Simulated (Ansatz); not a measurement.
**What a change of settings does to a run on Sn**

The cell is COD entry 1534488, as deposited and not checked against the literature; nothing was relaxed.

First run: DFT, PBE, PAW with Ansatz's default frozen-core files, fully relativistic files with spin-orbit coupling (Ansatz 0.2.0).

Command: `ansatz run input.yaml --threads 1 --pin off --max-ram 2048MiB --backend cpu --events-out ev --progress --plain --runs-dir out` The run took 2.4 min on 1 thread of Arm Neoverse V1, with other jobs on the host, peak memory 1 GiB.

```yaml
crystal:
  lattice:
    - [-2.91585, 2.91585, 1.59065]
    - [2.91585, -2.91585, 1.59065]
    - [2.91585, 2.91585, -1.59065]
  atoms:
    - { symbol: Sn, position: [0.0, 0.0, 0.0] }
    - { symbol: Sn, position: [0.75, 0.25, 0.5] }
kpoints:
  mp_grid: { grid: [15, 15, 15] }
  band_path:
    path:
      - [0.0, 0.0, 0.0]
      - [0.0, 0.0, 0.5]
      - [-0.5, 0.5, 0.5]
      - [0.0, 0.0, 0.0]
      - [0.3243975974, 0.3243975974, -0.3243975974]
      - [-0.3243975974, 0.6756024026, 0.3243975974]
      - [-0.5, 0.5, 0.5]
      - [0.0, 0.0, 0.5]
      - [0.25, 0.25, 0.25]
    npoints: 5
scf:
  occupations: { method: fermi_dirac, width: 0.05 }
hamiltonian:
  xc: pbe
  pseudopotentials: { kind: paw_fr }
output:
  forces: true
  stress: true
  eigenvalues: true
  efg: { contact_densities: true }
magnetization:
  noncollinear: true
  spin_orbit: true
```

Result: converged; pressure 2.63 GPa; no gap on the k mesh; 7 SCF iterations.

The input is then changed:

```diff
@@ -24,5 +24,5 @@
   occupations: { method: fermi_dirac, width: 0.05 }
 hamiltonian:
-  xc: pbe
+  xc: rpbe
   pseudopotentials: { kind: paw_fr }
 output:
```

(1) What does the second run give?

Results:

(1) It converged; pressure 4.15 GPa; no gap on the k mesh; 7 SCF iterations.
